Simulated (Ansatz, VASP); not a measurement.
**One calculation of Pt, two programs**

File INCAR:

```
ALGO = Fast ; EDIFF = 1E-6
ENCUT = 520 ; GGA = PS
ISIF = 2 ; ISMEAR = 0
LASPH = T ; LCHARG = T
LELF = T ; LREAL = F
LVHAR = T ; LWAVE = F
NBANDS = 11 ; NELM = 60
PREC = Accurate ; SIGMA = 0.15
```

The input KPOINTS:

```
k-points
0
Gamma
  26 26 26
```

The input POSCAR:

```
Pt
1.0
   -1.5136564832      1.5136564832      1.5370635422
    1.5136564832     -1.5136564832      1.5370635422
    1.5136564832      1.5136564832     -1.5370635422
Pt
1
Direct
    0.0000000000      0.0000000000      0.0000000000
```

Input for Ansatz:

```yaml
crystal:
  lattice:
    - [-1.5136564832, 1.5136564832, 1.5370635422]
    - [1.5136564832, -1.5136564832, 1.5370635422]
    - [1.5136564832, 1.5136564832, -1.5370635422]
  atoms:
    - { symbol: Pt, position: [0.0, 0.0, 0.0] }
basis:
  ecutwfc: 420
kpoints:
  mp_grid: { grid: [26, 26, 26] }
hamiltonian:
  xc: pbesol
scf:
  occupations: { method: gaussian, width: 0.15 }
output:
  forces: true
  stress: true
  eigenvalues: true
```

Change from the starting cell: strain -0.030 along x and y, -0.015 along z, atoms carried along.

Alike in both runs: task single point; functional PBEsol; k mesh 26 × 26 × 26; occupations gaussian, width 0.15 eV; no spin polarisation.

```csv
,VASP,Ansatz
version,VASP 6.6.1,Ansatz 0.2.0
potentials or method,"VASP PAW PBE potentials, release 64 (Pt)","scalar-relativistic, plane waves, PAW"
plane-wave cutoff (eV),520,420
valence electrons in the cell,10,18
```

|  | VASP | Ansatz | Ansatz less VASP |
| --- | --- | --- | --- |
| gap on the k mesh at the Fermi level (eV) | none | none | - |
| pressure (GPa) | 25.6 | 25.9 | +0.24 |
| largest component of the traceless stress (GPa) | 1.22 | 1.22 | -0.006 |

A gap of «none» marks a metal or a gap that the smearing closes. The functional is the same, so the differences come from potentials, cutoffs and numerics. The two sets of potentials don't hold the same shells in valence.

Caveats: so large a pressure means that the cell lies far from this level's equilibrium, or that cutoff or potentials fall short (VASP); the potentials were made for another functional, which shifts forces and pressure (VASP). The runs have no spin-orbit coupling, so splittings on Pt are missing.
